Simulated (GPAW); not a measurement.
# SnO (Pmn2_1) in GPAW: settings compared

Aim: see how the results for SnO move with the level of theory and the settings. Levels: LDA, PBEsol. Tasks: G0W0 quasiparticle levels, dielectric tensor.

Everything below comes from runs of GPAW 26.7.0. Logs are shortened: lines on timing, memory, paths and dates and some standing lists are left out, and cuts for length are marked. The log counts tension as positive stress, the text compression.

**1. The structure**

It takes space group Pmn2_1 (No. 31, orthorhombic). Conventional cell: a = 3.355 Å, b = 5.674 Å, c = 4.222 Å, α = 90.00°, β = 90.00°, γ = 90.00°. Sn (site symmetry m) has 3 O at 2.15 to 2.16 Å as nearest neighbours. Around O (site symmetry m) lie 3 Sn at 2.15 to 2.16 Å.

The cell comes from a database or a generator and needn't be the stable form of this composition.

**2. G0W0 quasiparticle levels, LDA**

The input, run.py:

```python
import json
import numpy as np
from ase import Atoms
from ase.dft.bandgap import bandgap
from ase.io import write
from gpaw import GPAW, PW
from gpaw.response.g0w0 import G0W0

atoms = Atoms(['Sn', 'Sn', 'O', 'O'],
              cell=[[3.355005, 0.0, 0.0],
                    [0.0, 5.674104, 0.0],
                    [0.0, 0.0, 4.22197]],
              scaled_positions=[[0.5, 0.768091, 0.013144],
                                [0.0, 0.231909, 0.513144],
                                [0.5, 0.10875, 0.236857],
                                [0.0, 0.89125, 0.736857]],
              pbc=True)

calc = GPAW(mode=PW(600),
            xc='LDA',
            kpts={'size': (2, 2, 2), 'gamma': True},
            occupations={'name': 'fermi-dirac', 'width': 0.001},
            nbands=33,
            convergence={'density': 1e-06},
            symmetry={'point_group': False},
            maxiter=150,
            txt='gpaw.txt')
atoms.calc = calc
energy = atoms.get_potential_energy()
calc.write('gs.gpw')
write('result.traj', atoms)
print(f'Energy: {energy:.6f} eV')
print('Fermi level:', round(calc.get_fermi_level(), 4), 'eV')
print(f'Gap: {bandgap(calc)[0]:.4f} eV, direct: {bandgap(calc, direct=True)[0]:.4f} eV')

calc.diagonalize_full_hamiltonian(nbands=186)
calc.write('full.gpw', mode='all')

ibz = calc.get_ibz_k_points()
gap, vbm, cbm = bandgap(calc, output=None)
gap, direct, _ = bandgap(calc, direct=True, output=None)
gamma = int(np.abs(ibz).sum(1).argmin())
kpts = sorted({gamma, vbm[1], cbm[1], direct[1]})
gw = G0W0(calc='full.gpw',
          filename='gw',
          ecut=100,
          ecut_extrapolation=True,
          relbands=(-2, 2),
          kpts=kpts,
          integrate_gamma='WS',
          ppa=True)
gw.calculate()
results = {mode: {key: np.asarray(r[key]).tolist() for key in ['f', 'eps', 'vxc', 'exx', 'sigma', 'Z', 'qp', 'sigma_eskn']}
           for mode, r in gw.all_results.items()}
json.dump({'kpts': ibz[kpts].tolist(), 'results': results}, open('gw.json', 'w'))
for mode, r in results.items():
    f, qp = np.array(r['f']), np.array(r['qp'])
    print(mode, 'quasiparticle energies (eV):')
    print(qp.round(3))
    print(mode, 'gap:', round(qp[f < 0.5].min() - qp[f > 0.5].max(), 4), 'eV')
```

Potentials or basis: the program's PAW data sets (release 1.2.1) made for this functional, pw.

Launch:

```bash
> OMP_NUM_THREADS=1 python run.py
```

gpaw.txt:

```text
__  _  _
 | _ |_)|_||  |
 |__||  | ||/\| - 26.7.0

Input parameters:
  mode=PW(ecut=600.0),
  convergence={'density': 1e-06},
  kpts=MonkhorstPack(size=(2, 2, 2), gamma=True),
  maxiter=150,
  nbands=33,
  occupations=Occupations(name='fermi-dirac', width=0.001),
  symmetry=Symmetry(point_group=False),
  xc=XC(name='LDA')

Diagonalizing LCAO Hamiltonian
Converting LCAO to pw mode
    .-------.
   /|       |
  / O       |
 *  |       |
 |  |       |
 |Sn.-------.
 | / O Sn  /
 |/       /
 *-------*

Atoms  # Å, Bohr magnetons
|   | symbol |        x |        y |        z |    initial magnetic moments |
|---|--------|----------|----------|----------|-----------------------------|
| 0 |     Sn | 1.677502 | 4.358228 | 0.055494 | ( 0.0000,  0.0000,  0.0000) |
| 1 |     Sn | 0.000000 | 1.315876 | 2.166479 | ( 0.0000,  0.0000,  0.0000) |
| 2 |      O | 1.677502 | 0.617059 | 1.000003 | ( 0.0000,  0.0000,  0.0000) |
| 3 |      O | 0.000000 | 5.057045 | 3.110988 | ( 0.0000,  0.0000,  0.0000) |

Unit cell  # Å
| periodic |        x |        y |        z |  lengths |    angles |
|----------|----------|----------|----------|----------|-----------|
|      yes | 3.355005 | 0.000000 | 0.000000 | 3.355005 | 90.000000 |
|      yes | 0.000000 | 5.674104 | 0.000000 | 5.674104 | 90.000000 |
|      yes | 0.000000 | 0.000000 | 4.221970 | 4.221970 | 90.000000 |

Number of symmetries: 1
Symmetry operations  # r_c * U_cc + t_c -> r_c
|   | kind |            matrix            |
|---|------|------------------------------|
| 0 |  E   |  1, 0, 0,  0, 1, 0,  0, 0, 1 |

BZ-sampling:
  Number of BZ points: 8
  Number of IBZ points: 8

  Monkhorst-Pack size: [2, 2, 2]
  Monkhorst-Pack shift: [0.25, 0.25, 0.25]

K-points  # in reciprocal-cell coordinates
|   |                                coordinates |     weight |
|---|--------------------------------------------|------------|
| 0 | (  0.00000000,   0.00000000,   0.00000000) | 0.12500000 |
| 1 | (  0.00000000,   0.00000000,   0.50000000) | 0.12500000 |
| 2 | (  0.00000000,   0.50000000,   0.00000000) | 0.12500000 |
| 3 | (  0.00000000,   0.50000000,   0.50000000) | 0.12500000 |
| 4 | (  0.50000000,   0.00000000,   0.00000000) | 0.12500000 |
| 5 | (  0.50000000,   0.00000000,   0.50000000) | 0.12500000 |
| 6 | (  0.50000000,   0.50000000,   0.00000000) | 0.12500000 |
| 7 | (  0.50000000,   0.50000000,   0.50000000) | 0.12500000 |

Plane wave coefficients: 2719
Cutoff: 600.0 eV

Spin-components: 1 (collinear spins)
Bands:           33
Projectors:      22
Spin-degeneracy: 2
Datatype:        complex128

Parallelization:
  kpt:    1
  domain: 1
  band:   1

Density:
  Valence electrons: 40.0
  Components: 1
  Grid points: [20 35 24]
  Charge: 0.0  # |e|

Potential:
  Grid points: [20 35 24]

species:
  Sn:
    name:    Tin
    Z:       50.0
    valence: 14
    core:    36
    charge:  0.0  # [|e|]
    compensation charges:
      type: gauss
      rc: 0.38  # [Å]
      lmax: 2
    cutoffs:
      filter: 2.23  # [Å]
      core: 2.35  # [Å]
    projectors
    | kind |    occ | energy [eV] | rcut [Å] |
    |------|--------|-------------|----------|
    |   5s |  2.000 |     -10.799 |    1.201 |
    |   5p |  2.000 |      -3.869 |    1.270 |
    |   4d | 10.000 |     -25.910 |    1.185 |
    |    s |        |      16.413 |    1.201 |
    |    p |        |      23.342 |    1.270 |
    |    d |        |       1.302 |    1.185 |

    Using partial waves for Sn as LCAO basis

  O:
    name:    Oxygen
    Z:       8.0
    valence: 6
    core:    2
    charge:  0.0  # [|e|]
    compensation charges:
      type: gauss
      rc: 0.21  # [Å]
      lmax: 2
    cutoffs:
      filter: 1.17  # [Å]
      core: 0.83  # [Å]
    projectors
    | kind |    occ | energy [eV] | rcut [Å] |
    |------|--------|-------------|----------|
    |   2s |  2.000 |     -23.752 |    0.688 |
    |   2p |  4.000 |      -9.195 |    0.598 |
    |    s |        |       3.459 |    0.688 |
    |    p |        |      18.016 |    0.598 |
    |    d |        |       0.000 |    0.619 |

    Using partial waves for O as LCAO basis

Reference energy: -339786.989759  # eV

eigensolver:
  PPCG
  Converge bands: occupied
  niter=2

density mixing:
  MSR1-Mixer
  Pratt-step length: 0.05
  Maximum mixing coefficient: 0.75
  Old densities: 10
  SVD Regularization: 0.005
  Good broyden scale: 1.0
  Trust region scale: 1.0
  Backstep threshold: 4.0
  History deletion threshold: 6.0
  Fourier metric: weight=20.0, sigma=0.015

occupation numbers:
  Fermi-Dirac:
    width: 0.0010  # eV

poisson solver:
  ecut: 4800.0  # eV

xc functional:
  name: None

convergence criteria:
- Maximum integral of absolute [dens]ity change: 1e-06 electrons / valence electron
- Maximum [total energy] change in last 3 cyles: 0.0005 eV / valence electron
- Maximum integral of absolute [eigenst]ate change: 4e-08 eV^2 / valence electron
maximum number of iterations: 150

SCF iterations
|iter     | |      energy | eigst |  dens |
|---------|-|-------------|-------|-------|
|iter:   1| |  -29.220511 | +0.02 |       |
|iter:   2| |  -28.138957 | -1.47 | -1.00 |
|iter:   3| |  -25.862038 | -1.01 | -1.06 |
|iter:   4| |  -25.806822 | -2.90 | -1.55 |
|iter:   5| |  -25.784534 | -3.13 | -1.79 |
|iter:   6| |  -25.784297 | -4.31 | -2.58 |
|iter:   7| |  -25.784342c| -5.34 | -3.15 |
|iter:   8| |  -25.784312c| -5.61 | -3.56 |
|iter:   9| |  -25.784310c| -7.01 | -3.99 |
|iter:  10| |  -25.784310c| -7.78c| -4.57 |
|iter:  11| |  -25.784310c| -8.57c| -5.26 |
|iter:  12| |  -25.784310c| -8.97c| -5.83 |
|iter:  13| |  -25.784310c| -9.46c| -6.69c|

Converged in 13 steps
Energy contributions relative to reference atoms: (reference = -339786.989759)

Energy contributions:
  Kinetic:          23.305993
  Coulomb:         -24.182144
  Zero:              0.029868
  External:          0.000000
  Xc:              -24.938027
  Entropy:          -0.000000
  Spinorbit:         0.000000
  ----------------------------
  Free energy:     -25.784310
  Extrapolated:    -25.784310

dipole moment: (-20.798004, 0.000008, -13.448507)  # |e|*Ang

Fermi level: 4.415
Eigenvalues  # (at kpt = [0.000, 0.000, 0.000])
| band index |      eig [eV] | occ [0-2] |
|------------|---------------|-----------|
|          0 |       -16.893 |     2.000 |
|        ... |               |           |
|         12 |        -3.419 |     2.000 |
|         13 |        -1.600 |     2.000 |
|         14 |        -0.101 |     2.000 |
|         15 |         0.348 |     2.000 |
|         16 |         0.651 |     2.000 |
|         17 |         1.545 |     2.000 |
[... 8 lines left out ...]
|         26 |        12.810 |     0.000 |
|         27 |        13.371 |     0.000 |
|        ... |               |           |
|         32 |        19.164 |     0.000 |

Gap: 1.854 eV
Transition (v -> c):
  (s=0, k=0, n=19, [0.00, 0.00, 0.00]) -> (s=0, k=6, n=20, [0.50, 0.50, 0.00])
Direct/indirect transitions are different
Direct gap: 2.596 eV
Transition at: (s=0, k=0, n=19, [0.00, 0.00, 0.00])
# Writing to gs.gpw (mode='')

Matrix size: 2719x2719
# Writing to full.gpw (mode='all')
```

stdout:

```text
Energy: -25.784310 eV
Fermi level: 4.4151 eV
Gap: 1.8540 eV, direct: 2.5959 eV
IBZ(<points: 8, symmetries: 1>)
Occupied bands: 20
Calculating eigenvalues:
  k-points: 2
  Bands: 18-21 (inclusive)
HSE06-eigenvalue shifts:
  min: -4.940 eV
  ave: 0.757 eV
  max: 4.877 eV
GW quasiparticle energies (eV):
[[[1.815 3.945 7.289 7.911]
  [2.861 2.861 6.488 6.488]]]
GW gap: 2.543 eV
```

gw.w.txt:

```text
FrequencyGridDescriptor(from 0.000+0.000j to 0.000+27.211j eV, 2 points)
FrequencyGridDescriptor(from 0.000+0.000j to 0.000+27.211j eV, 2 points)

BZ k-points: Symmetries present (total): 1

8 k-points: 2 x 2 x 2 Monkhorst-Pack grid + [1/4,1/4,1/4]
8 k-points in the irreducible part of the Brillouin zone
[... 145 lines left out ...]
  20   0.000   6.741 -12.411  -7.534  -4.193  -0.247   0.802   7.289
  21   0.000   7.273 -14.997 -10.556  -3.633  -0.267   0.789   7.911

k-point 1 (6): (0.500, 0.500, 0.000)                GW
band       f     eps     vxc     exx   sigma  dsigma       Z      qp
                                                                   GW
  18   1.000   3.263 -15.600 -17.948   1.828  -0.293   0.774   2.861
  19   1.000   3.263 -15.600 -17.948   1.828  -0.293   0.774   2.861
  20   0.000   5.999 -14.373 -10.263  -3.492  -0.262   0.793   6.488
  21   0.000   5.999 -14.373 -10.263  -3.492  -0.262   0.793   6.488
```

It took 4.3 min on 1 thread of Arm Neoverse V1, shared host; peak memory 0.87 GiB.

The run converged, but some of its settings lie outside the range that counts as converged, so its numbers aren't taken as properties of the crystal.

What came out:

```
Free energy                              : -25.7843 eV
Band gap on the k mesh, mean-field level : 1.85 eV, indirect (least direct gap 2.60 eV)
Quasiparticle gap                        : 2.54 eV
Least direct quasiparticle gap           : 3.34 eV
```

Caveat: the k mesh is coarse (spacing up to 0.94 Å⁻¹), so the values aren't converged; the quasiparticle gap is taken among the few k points that were corrected; the k mesh is too small for a converged quasiparticle gap; the long-wavelength limit can be off by a per cent or two; spin-orbit coupling is left out, which moves the levels of the heavy elements.

(Part 1 of 2 ends here.)
